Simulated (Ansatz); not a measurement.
An Ansatz (an electronic-structure program) run: InN with a change (uniaxial stress, 1 GPa tension along z); r2SCAN (Ansatz), no spin-orbit coupling, earlier PAW set.

Input:

Ansatz 0.2 input:
```yaml
crystal:
  lattice:
    - [0, 2.4999523186, 2.4999523186]
    - [2.4999523186, 0, 2.4999523186]
    - [2.4999523186, 2.4999523186, 0]
  atoms:
    - { symbol: N, position: [0.75, 0.75, 0.75] }
    - { symbol: In, position: [0, 0, 0] }
basis: { ecutwfc: 500, ecutrho_ratio: 4, xc_grid: 4, fft_grid_basis: typed }
kpoints: { mp_grid: { grid: [11, 11, 11] } }
hamiltonian:
  xc: r2scan
  dispersion: none
  pseudopotentials: { azcp: { folder: ./paw }, kind: paw }
scf: { occupations: { method: fermi_dirac, width: 0.05 } }
relax: { f_tol: 0.005, max_steps: 50, cell: { stress_tol: 0.01, sigma_target: [0, 0, -1, 0, 0, 0] } }
output: { forces: true, stress: true }
checkpoint: { write: state.ck, write_every: 1000 }
```

Output (explanatory and most iteration lines left out):

```
Relaxation: its limit of steps is 50 (relax.max_steps)
Pseudopotential: N, paw, valence charge 5
Pseudopotential: In, paw, valence charge 13
Crystal: 2 atoms, lattice volume = 31.248 Å³
Basis set: ecut = 500 eV, 821 PW (Γ), exchange–correlation on 108×108×108 points (64 copies of the dense FFT grid, shifted against one another)
Bands: 13, of which v1, the nominal top of the filled ones, is band 9 counted from 1 (8 counted from 0)
Symmetry: 8 space group operations
k-points: 126 of 1331 (time reversal used)
Functional: x = r2scan, c = r2scan; τ floored in thin density (d = 2e-4 eV/Å³)
SCF iter   1: F=—  HF=-5997.279437 eV  |F-HF|=—  |Δ(HF+E_count)|=         —  Δρ=7.44e-2  dr2=2.24e0  dr2_τ=2.39e-1  ethr=3.10e-3  ⟨swp⟩=5.2  Hψ=9389  notcnv=0
SCF iter   2: F=—  HF=-5996.975715 eV  |F-HF|=—  |Δ(HF+E_count)|=   3.04e-1  Δρ=5.29e-2  dr2=6.11e-1  dr2_τ=1.42e-1  ethr=3.10e-3  ⟨swp⟩=3.0  Hψ=4701  notcnv=0
SCF 1 converged in 8 iterations: F = -5996.859088 eV  dr2 = 1.25e-8
relax step   1: F+E_penalty+E_count = -5996.85908773 eV  Δ(F+E_penalty+E_count) = +0.000e0 eV  max|allowed force component| = 8.327e-17 eV/Å  Δτ_max = 0.0000 Å  P = +0.002 GPa  Ω = 31.248 Å³  (8 SCF iters, dr2 threshold 1.00e-7 eV, accepted)
[... steps on the carried basis left out ...]
relax step   4: F+E_penalty+E_count = -5996.85794903 eV  Δ(F+E_penalty+E_count) = -1.060e-5 eV  max|allowed force component| = 3.816e-17 eV/Å  Δτ_max = 0.0000 Å  P = -0.329 GPa  Ω = 31.319 Å³  stress off target by 7.73e-3 GPa  SCF on the basis re-selected at this cell (its energy is not comparable with the rows above)  (7 SCF iters)
SCF converged after 7 iterations
Free energy (F): -5996.857949 eV
Internal energy: -5996.857626 eV  (E = F + TS)
E sigma→0 (E₀):  -5996.857787 eV
Entropy (-TS):   -0.000323 eV (-0.162 meV/atom)
Fermi energy:    9.322425 eV
--- Forces (eV/Å), atoms counted from 1 ---
  atom   1  N      0.00000000     0.00000000     0.00000000
  atom   2  In     0.00000000     0.00000000    -0.00000000
--- Stress (GPa, compression-positive) ---
        0.007733       0.000000       0.000000
        0.000000       0.007733      -0.000000
        0.000000      -0.000000      -1.002845
  P = ⅓ Tr σ = -0.3291 GPa (-3.291 kbar)
--- Relaxed structure (3 steps of the walk, 3 accepted, 1 SCFs on fresh bases) ---
  cell:  # Å, volume = 31.3189 Å³
    - [3.0572232197373543e-34, 2.488092938718078, 2.529547790437588]
    - [2.488092938718078, 1.1464587074015078e-33, 2.529547790437588]
    - [2.488092938718078, 2.488092938718078, 1.605042190362111e-33]
  atoms:
    - { symbol: N, position: [0.7499999999999999, 0.7499999999999999, 0.7500000000000001] }
    - { symbol: In, position: [5.2843710713968e-34, -2.2028243873932e-34, -4.730655651614903e-34] }
```

The mesh was chosen for an insulator and is coarse for the gapless case. Load acts through the strain it causes; cell and atoms are relaxed under it. sigma_target is in GPa, compression positive, in the order xx, yy, zz, yz, xz, xy. Stability under load was not tested beyond the relaxation. All final runs are without spin polarisation. The cell was made from InN in the zinc blende structure (space group F-43m, No. 216) by this change: uniaxial stress, 1 GPa tension along z. This is not the structure that InN has at room temperature and ambient pressure.
